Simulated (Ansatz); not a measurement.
## CoO: equation of state with PBE

Crystal: CoO.

```
Co O
1.0
    -1.50800    1.50800    2.10725
     1.50800   -1.50800    2.10725
     1.50800    1.50800   -2.10725
Co O
1 1
Cartesian
  0.0000 0.0000 0.0000
  0.0000 0.0000 2.1073
```

```
Program             : Ansatz 0.2.0
Task                : equation of state
Functional          : PBE
Potentials or basis : all-electron LAPW, scalar-relativistic
Basis error allowed : 0.0005 eV/atom
k mesh              : 12 × 12 × 12
Occupations         : fermi-dirac, width 0.05 eV
Spin                : collinear spin, ferromagnetic start
Starting moments    : [3.0, 0.0] μB
```

```
Equilibrium volume                        : 9.58 Å³/atom (rough: see the caveat)
Bulk modulus at fixed shape and positions : 168 GPa (rough)
```

Energy against volume, from the lowest point:
| volume (Å³/atom) | energy (meV/atom) |
| --- | --- |
| 9.009 | 18.78 |
| 9.201 | 8.28 |
| 9.392 | 2.02 |
| 9.584 | 0.00 |
| 9.776 | 2.05 |
| 9.967 | 7.88 |

All runs of the series together: 11 min on 2 threads of Intel(R) Xeon(R) Processor @ 2.50GHz (Skylake/Cascade Lake) (shared host).

Caveat: the fit is doubtful: noisy points or a state that changes with volume; the cell was scaled at fixed shape and fractional positions, which overstates the stiffness of a crystal with free parameters, most of all of layers and chains.
